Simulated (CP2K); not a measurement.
Runs of CP2K 2026.2 on CaF2 (Fluorite). Symmetry: Fm-3m, No. 225, cubic system. Conventional cell: a = 5.462 Å, b = 5.462 Å, c = 5.462 Å, α = 90.00°, β = 90.00°, γ = 90.00°. Around Ca (site symmetry m-3m) lie 8 F at 2.37 Å. F (site symmetry -43m) is surrounded by 4 Ca at 2.37 Å. 

```csv
task,level,potentials or basis,smearing,EPS_DEFAULT,NGRIDS,points a segment of the path (NPOINTS),bands added on the path,CUTOFF of the grids,gap on the mesh (eV),pressure (GPa)
band structure,LDA,"GTH_POTENTIALS Ca GTH-PADE-q10, F GTH-PADE-q7; TZVP-MOLOPT-PBE-GTH basis",fermi-dirac 0.01 eV,1.0E-9,5,10,6,750 Ry,(c),(a)
band structure,TB-mBJ,"POTENTIAL_UZH Ca GTH-PBE-q10, F GTH-PBE-q7; TZVP-MOLOPT-PBE-GTH basis",fermi-dirac 0.01 eV,1.0E-9,4,10,6,1100 Ry,8.21,-
band structure,PBEsol,"POTENTIAL_UZH Ca GTH-PBE-q10, F GTH-PBE-q7; TZVP-MOLOPT-PBE-GTH basis",fermi-dirac 0.01 eV,1.0E-9,4,10,2,750 Ry,7.02,-0.6
band structure,r2SCAN,"POTENTIAL_UZH Ca GTH-SCAN-q10, F GTH-SCAN-q7; TZVP-MOLOPT-SCAN-GTH basis",fermi-dirac 0.01 eV,1.0E-10,4,8,2,1100 Ry,7.94,(b)
band structure,PBE,"POTENTIAL_UZH Ca GTH-PBE-q10, F GTH-PBE-q7; TZVP-MOLOPT-PBE-GTH basis",fermi-dirac 0.01 eV,1.0E-10,4,8,4,750 Ry,7.25,3.1
```

Alike in all rows: no spin polarisation; cell as given; k mesh 8 × 8 × 8.

Q: Fill in the values left out.

A: (a) -5.5; (b) -0.5; (c) 6.89.

Caveats: the basis of atomic orbitals isn't converged, which shifts pressures, moduli and gaps; the potentials were made for another functional, which shifts forces and pressure (some runs); this is a model potential without an energy functional, so only levels have meaning (some runs).

